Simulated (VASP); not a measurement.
# H (P1) in VASP: settings compared

Aim: see how the results for H move with the level of theory and the settings. Levels: PBE, PBEsol. Tasks: relaxation of cell and atoms, relaxation of the atoms.

All numbers are computed with VASP 6.6.1; they aren't measurements. Logs are shortened: lines on timing, memory, paths and dates and some standing lists are left out, and cuts for length are marked.

### Step 1. The cell of the first run

The typed cell holds 4 atoms: a = 3.383 Å, b = 3.383 Å, c = 4.117 Å, α = 90.00°, β = 90.00°, γ = 90.00°.

### Step 2. Relaxation of cell and atoms, PBE (a zone-boundary wave of random shape, sigma 0.02 Å)

INCAR

```
SYSTEM = H
PREC = Accurate
ENCUT = 600
EDIFF = 1E-7
ISMEAR = 0
SIGMA = 0.05
LREAL = .False.
LASPH = .True.
NELM = 60
ALGO = Normal
ISIF = 3
LWAVE = .False.
LCHARG = .False.
GGA = PE
IBRION = 2
NSW = 40
EDIFFG = -0.005
```

KPOINTS

```
Automatic mesh
0
Gamma
  8 8 7
  0 0 0
```

POSCAR

```
H
1.0
    0.0000000000     -3.3830689400      0.0000000000
   -3.3830689400      0.0000000000      0.0000000000
    0.0000000000      0.0000000000     -4.1169479800
H
4
Direct
    0.5032797000      0.5032677000      0.5898642900
    0.9967203000      0.9967323000      0.0904111300
    0.5054021100      0.4898592600      0.4143621400
    0.9945978900      0.0101407400      0.9053624400
```

Potentials or basis: VASP PAW PBE potentials, release 64 (H).

The run is started by

```console
$ cat potpaw_PBE.64/H/POTCAR > POTCAR
$ mpirun -np 1 vasp_std > vasp.out
```

OUTCAR:

```text
SYSTEM = H
   PREC = Accurate
   ENCUT = 600
   EDIFF = 1E-7
   ISMEAR = 0
   LREAL = .False.
   LASPH = .True.
   NELM = 60
   ISIF = 3
   GGA = PE
   IBRION = 2
   NSW = 40
   EDIFFG = -0.005

 ion  position               nearest neighbor table
   1  0.503  0.503  0.590-   3 0.72
   2  0.997  0.997  0.090-   4 0.76
   3  0.505  0.490  0.414-   1 0.72
   4  0.995  0.010  0.905-   2 0.76

  LATTYP: Found a simple tetragonal cell.
 ALAT       =     3.3830689400
 C/A-ratio  =     1.2169270130

  Lattice vectors:

 A1 = (   0.0000000000,  -3.3830689400,   0.0000000000)
 A2 = (  -3.3830689400,   0.0000000000,   0.0000000000)
 A3 = (   0.0000000000,   0.0000000000,  -4.1169479800)

Analysis of symmetry for initial positions (statically):
=====================================================================
 Subroutine PRICEL returns:
 Original cell was already a primitive cell.

 Routine SETGRP: Setting up the symmetry group for a
 simple tetragonal supercell.

 Subroutine GETGRP returns: Found  1 space group operations
 (whereof  1 operations were pure point group operations)
 out of a pool of 16 trial point group operations.

The static configuration has the point symmetry C_1 .

Analysis of symmetry for dynamics (positions and initial velocities):
=====================================================================
 Subroutine PRICEL returns:
 Original cell was already a primitive cell.

 Routine SETGRP: Setting up the symmetry group for a
 simple tetragonal supercell.

 Subroutine GETGRP returns: Found  1 space group operations
 (whereof  1 operations were pure point group operations)
 out of a pool of 16 trial point group operations.

The dynamic configuration has the point symmetry C_1 .

 Subroutine INISYM returns: Found  1 space group operations
 (whereof  1 operations are pure point group operations),
 and found     1 'primitive' translations

----------------------------------------------------------------------------------------

                                     Primitive cell

  volume of cell :      47.1191

  direct lattice vectors                    reciprocal lattice vectors
     0.000000000 -3.383068940  0.000000000     0.000000000 -0.295589602  0.000000000
    -3.383068940  0.000000000  0.000000000    -0.295589602  0.000000000  0.000000000
     0.000000000  0.000000000 -4.116947980     0.000000000  0.000000000 -0.242898381

  length of vectors
     3.383068940  3.383068940  4.116947980     0.295589602  0.295589602  0.242898381

  position of ions in fractional coordinates (direct lattice)
     0.503279700  0.503267700  0.589864290
     0.996720300  0.996732300  0.090411130
     0.505402110  0.489859260  0.414362140
     0.994597890  0.010140740  0.905362440

  ion indices of the primitive-cell ions
   primitive index   ion index
                 1           1
                 2           2
                 3           3
                 4           4

----------------------------------------------------------------------------------------

 KPOINTS: Automatic mesh

Automatic generation of k-mesh.
 Grid dimensions read from file:
 generate k-points for:    8    8    7

 Generating k-lattice:

  Cartesian coordinates                     Fractional coordinates (reciprocal lattice)
     0.000000000 -0.036948700  0.000000000     0.125000000  0.000000000  0.000000000
    -0.036948700  0.000000000  0.000000000     0.000000000  0.125000000  0.000000000
     0.000000000  0.000000000 -0.034699769     0.000000000  0.000000000  0.142857143

  Length of vectors
     0.036948700  0.036948700  0.034699769

  Shift w.r.t. Gamma in fractional coordinates (k-lattice)
     0.000000000  0.000000000  0.000000000

 Subroutine IBZKPT returns following result:
 ===========================================

 Found    226 irreducible k-points:

 Following reciprocal coordinates:
            Coordinates               Weight
  0.000000  0.000000  0.000000      1.000000
  0.125000  0.000000  0.000000      2.000000
  0.000000  0.125000  0.000000      2.000000
  0.250000  0.000000  0.000000      2.000000
  0.000000  0.250000  0.000000      2.000000
  0.375000  0.000000  0.000000      2.000000
[... 16 lines left out ...]
 -0.250000  0.250000  0.000000      2.000000
  0.375000  0.250000  0.000000      2.000000
 [... further k-points ...]
   k-points           NKPTS =    226   k-points in BZ     NKDIM =    226   number of bands    NBANDS=      6
   number of dos      NEDOS =    301   number of ions     NIONS =      4
   total plane-waves  NPLWV =  28224
   dimension x,y,z NGX =    28 NGY =   28 NGZ =   36
   dimension x,y,z NGXF=    56 NGYF=   56 NGZF=   72
   ions per type =               4
   NGX,Y,Z   is equivalent  to a cutoff of  13.76, 13.76, 14.54 a.u.
   NGXF,Y,Z  is equivalent  to a cutoff of  27.52, 27.52, 29.07 a.u.
 SYSTEM =  H
   PREC   = accura    normal or accurate (medium, high low for compatibility)
   ISTART =      0    job   : 0-new  1-cont  2-samecut
   ICHARG =      2    charge: 1-file 2-atom 10-const
   ISPIN  =      1    spin polarized calculation?
   LNONCOLLINEAR =      F non collinear calculations
   LSORBIT =      F    spin-orbit coupling
   LASPH  =      T    aspherical Exc in radial PAW
   ENCUT  =  600.0 eV  44.10 Ry    6.64 a.u.   6.76  6.76  8.22*2*pi/ulx,y,z
   NELM   =     60;   NELMIN=  2; NELMDL= -5     # of ELM steps
   EDIFF  = 0.1E-06   stopping-criterion for ELM
   LREAL  =      F    real-space projection
   EDIFFG = -.5E-02   stopping-criterion for IOM
   NSW    =     40    number of steps for IOM
   IBRION =      2    ionic relax: 0-MD 1-quasi-New 2-CG
   NFREE  =      1    steps in history (QN), initial steepest desc. (CG)
   ISIF   =      3    stress and relaxation
   ISYM   =      2    0-nonsym 1-usesym 2-fastsym
   POTIM  = 0.5000    time-step for ionic-motion
   TEBEG  =    0.0;   TEEND  =   0.0 temperature during run
   PSTRESS=    0.0 pullay stress
   NELECT =       4.0000    total number of electrons
   NUPDOWN=      -1.0000    fix difference up-down
   EMIN   =  10.00;   EMAX   =-10.00  energy-range for DOS
   EFERMI =   0.00;   METHOD = LEGACY
   ISMEAR =     0;   SIGMA  =   0.05  broadening in eV -4-tet -1-fermi 0-gaus
   EFERMI_NEDOS =   21; number of points for ismear=-14 and -15
   IALGO  =     38    algorithm
   IMIX   =      4    mixing-type and parameters
     AMIX     =   0.40;   BMIX     =  1.00
     AMIX_MAG =   1.60;   BMIX_MAG =  1.00
  volume/ion in A,a.u.               =      11.78        79.49
  Fermi-wavevector in a.u.,A,eV,Ry     =   0.719497  1.359653  7.043413  0.517676
  Thomas-Fermi vector in A             =   1.808708
   LORBIT       =      0    0 simple, 1 ext, 2 COOP (PROOUT), +10 PAW based schemes
   GGA     = PE    functional components
   LHFCALC =     F    Hartree Fock is set to
   AEXX    =    0.0000 exact exchange contribution
   IVDW    =     0    specifies the selected vdW correction
   LEPSILON=     F    determine dielectric tensor
   LRPA    =     F    only Hartree local field effects (RPA)
 conjugate gradient relaxation of ions
 non-spin polarized calculation
 Gauss-broadening in eV      SIGMA  =   0.05
  energy-cutoff  :      600.00
  volume of cell :       47.12
 maximum number of plane-waves:      1596
   NGX = 13   NGY = 13   NGZ = 17

--------------------------------------- Ionic step        1  -------------------------------------------

 number of electron       4.0000000 magnetization

 Free energy of the ion-electron system (eV)
  ---------------------------------------------------
  ext. energy  EPLUGINS =         0.00000000
  ---------------------------------------------------
  free energy    TOTEN  =       -13.55256519 eV

  energy without entropy =      -13.55256519  energy(sigma->0) =      -13.55256519

------------------------ aborting loop because EDIFF is reached ----------------------------------------

  FORCE on cell =-STRESS in cart. coord.  units (eV):
  Direction    XX          YY          ZZ          XY          YZ          ZX
  --------------------------------------------------------------------------------------
  -------------------------------------------------------------------------------------
  Total        0.0956306      0.0941358      0.4487182     -0.0004768     -0.0098158      0.0636154
  in kB        3.2516994      3.2008736     15.2576332     -0.0162140     -0.3337635      2.1630960
  external PRESSURE =       7.2367354 kB  Pullay stress =       0.0000000 kB
[... 95 lines left out ...]
  FREE ENERGIE OF THE ION-ELECTRON SYSTEM (eV)
  ---------------------------------------------------
  free  energy   TOTEN  =       -13.5677258627 eV

  energy  without entropy=      -13.5677258627  energy(sigma->0) =      -13.56772586

[... ionic steps 4 to 16 ...]

--------------------------------------- Ionic step       17  -------------------------------------------

 number of electron       4.0000000 magnetization

------------------------ aborting loop because EDIFF is reached ----------------------------------------
[... 71 lines left out ...]
--------------------------------------- Ionic step       19  -------------------------------------------

 number of electron       3.9999999 magnetization

 Free energy of the ion-electron system (eV)
  ---------------------------------------------------
  ext. energy  EPLUGINS =         0.00000000
  ---------------------------------------------------
  free energy    TOTEN  =       -13.57541380 eV

  energy without entropy =      -13.57541380  energy(sigma->0) =      -13.57541380

 E-fermi :  -8.2958     XC(G=0):  -4.9557

 val. band max:       -8.5342253630   @ k =   0.0000   0.0000   0.0000
 cond. band min:       0.6297189326   @ k =   0.0000   0.5000   0.4286
 fundamental gap:      9.1639442956
 Fermi energy:        -8.2958020735

 k-point     1 :       0.0000    0.0000    0.0000
  band No.  band energies     occupation
      1     -10.3384      2.00000
      2      -8.5342      2.00000
      3       1.6231      0.00000
      4       4.1911      0.00000
      5       6.6110      0.00000
      6       6.9333      0.00000
[... 199 lines left out ...]
 k-point    24 :       0.3750    0.2500    0.0000
  band No.  band energies     occupation
      1      -9.4285      2.00000
      2      -8.8917      2.00000
      3       2.6734      0.00000
      4       2.9032      0.00000
      5       3.5854      0.00000
      6       5.4101      0.00000

 [... further k-points ...]

------------------------ aborting loop because EDIFF is reached ----------------------------------------

  FORCE on cell =-STRESS in cart. coord.  units (eV):
  Direction    XX          YY          ZZ          XY          YZ          ZX
  --------------------------------------------------------------------------------------
  -------------------------------------------------------------------------------------
  Total       -0.0005450     -0.0006405      0.0012594     -0.0000164     -0.0000638     -0.0000030
  in kB       -0.0157996     -0.0185703      0.0365119     -0.0004751     -0.0018485     -0.0000878
  external PRESSURE =       0.0007140 kB  Pullay stress =       0.0000000 kB
[... 19 lines left out ...]
  FREE ENERGIE OF THE ION-ELECTRON SYSTEM (eV)
  ---------------------------------------------------
  free  energy   TOTEN  =       -13.5754137952 eV

  energy  without entropy=      -13.5754137952  energy(sigma->0) =      -13.57541380

 reached required accuracy - stopping structural energy minimisation
```

Wall time 4.1 min (1 thread of AMD EPYC 9R45 (Zen 5), shared host); peak memory 0.18 GiB.

Results:

- Free energy: -13.5754 eV
- Relaxed volume: 13.82 Å³/atom
- Relaxed cell: a = 3.568 Å, b = 3.568 Å, c = 4.342 Å, α = 90.01°, β = 89.98°, γ = 90.01°
- Space group after relaxing (to 0.05 Å): P2_1 (No. 4)
- Energy gained by relaxing: 5.7 meV/atom
- Ionic steps: 19
- Pressure after relaxing: 0.0 GPa
- Largest force after relaxing: 0.004 eV/Å
- Band gap on the k mesh: 9.16 eV

Forces in eV/Å, atoms in the order of the input:
```
H   -0.002  0.001 -0.002
H    0.002 -0.001 -0.002
H    0.001  0.000  0.004
H   -0.001  0.000  0.001
```

The path:
```tsv
step	energy change (eV)	largest force (eV/Å)	pressure (GPa)	volume (Å³)
1	0.0000	0.9622	0.72	47.12
2	0.0741	1.9906	-0.67	47.48
3	-0.0152	0.0839	0.21	47.22
4	-0.0152	0.0913	0.22	47.22
5	-0.0150	0.1786	0.52	47.32
6	-0.0154	0.0279	0.35	47.26
7	-0.0157	0.0247	0.35	47.43
8	-0.0167	0.0271	0.33	47.94
9	-0.0184	0.0686	0.29	48.97
10	-0.0207	0.1582	0.24	51.07
11	-0.0209	0.3652	0.19	55.46
12	-0.0214	0.2865	0.21	53.69
13	-0.0216	0.2708	0.20	53.78
14	-0.0220	0.2238	0.16	54.03
15	-0.0225	0.1315	0.08	54.54
16	-0.0228	0.0498	-0.07	55.56
17	-0.0228	0.0381	-0.03	55.27
18	-0.0228	0.0280	-0.02	55.27
19	-0.0228	0.0037	0.00	55.26
```

Final structure:
```yaml
crystal:
  lattice:
    - [0.00046, -3.56777, -0.00058]
    - [-3.56777, 0.00046, 0.00026]
    - [0.00032, -0.00070, -4.34151]
  atoms:
    - { symbol: H, position: [0.50212, 0.50493, 0.58745] }
    - { symbol: H, position: [0.99785, 0.99530, 0.08486] }
    - { symbol: H, position: [0.50450, 0.48990, 0.41515] }
    - { symbol: H, position: [0.99553, 0.00987, 0.91253] }
```

Caveat: the volume moved by over 15 % at a fixed basis, so the end points are rough; an odd mesh through Γ misses points on the zone boundary, where band edges often lie.

### Step 3. Relaxation of the atoms, PBEsol (a zone-boundary wave of random shape, sigma 0.02 Å)

INCAR

```
SYSTEM = H
ALGO = Normal ; EDIFF = 1E-6
EDIFFG = -0.02 ; ENCUT = 520
GGA = PS ; IBRION = 2
ISIF = 2 ; ISMEAR = 0
LASPH = .TRUE. ; LCHARG = .FALSE.
LREAL = .FALSE. ; LWAVE = .FALSE.
NELM = 80 ; NSW = 60
PREC = Accurate ; SIGMA = 0.05
```

KPOINTS

```
k-points
0
G
  8 8 7
  0 0 0
```

POSCAR is that of step 2.

Potentials or basis: VASP PAW PBE potentials, release 64 (H).

The run is started by

```console
$ cat potpaw_PBE.64/H/POTCAR > POTCAR
$ mpirun -np 1 vasp_std > vasp.out
```

Wall time 50 s (1 thread of AMD EPYC 9R45 (Zen 5), shared host); peak memory 0.16 GiB.

It converged, with:

```
Free energy                  : -13.0524 eV
Energy gained by relaxing    : 5.7 meV/atom
Ionic steps                  : 4
Pressure after relaxing      : -0.1 GPa
Largest force after relaxing : 0.011 eV/Å
Band gap on the k mesh       : 8.61 eV
```

Forces in eV/Å, atoms in the order of the input:
```
H   -0.003  0.001 -0.003
H    0.002 -0.001  0.008
H    0.001  0.001  0.006
H    0.000 -0.001 -0.011
```

The path:
| step | energy change (eV) | largest force (eV/Å) | pressure (GPa) |
| --- | --- | --- | --- |
| 1 | 0.0000 | 1.3214 | 0.92 |
| 2 | 0.0940 | 2.2954 | -2.01 |
| 3 | -0.0228 | 0.0200 | -0.08 |
| 4 | -0.0228 | 0.0108 | -0.06 |

Final structure:
```xyz
4
Lattice="0.0000 -3.3831 0.0000 -3.3831 0.0000 0.0000 0.0000 0.0000 -4.1169" Properties=species:S:1:pos:R:3 pbc="T T T"
H    -1.7037   -1.7024   -2.4461
H    -3.3721   -3.3720   -0.3706
H    -1.6561   -1.7100   -1.6882
H    -0.0342   -3.3648   -3.7290
```

Levels at points of the mesh, in eV from the valence-band top:
| k point | band 1 | band 2 | band 3 | band 4 | band 5 |
| --- | --- | --- | --- | --- | --- |
| (0.00, 0.00, 0.00) | -2.49 | 0.00 | 9.77 | 13.45 | 15.17 |
| (0.50, 0.00, 0.00) | -1.07 | -0.99 | 11.17 | 11.35 | 12.45 |
| (0.00, 0.50, 0.00) | -1.06 | -1.00 | 11.17 | 11.31 | 12.48 |
| (0.50, 0.50, 0.00) | -0.64 | -0.63 | 10.33 | 10.34 | 13.69 |

Caveat: the PAW data sets were made with another functional, which shifts forces and pressure a little; an odd mesh through Γ misses points on the zone boundary, where band edges often lie.
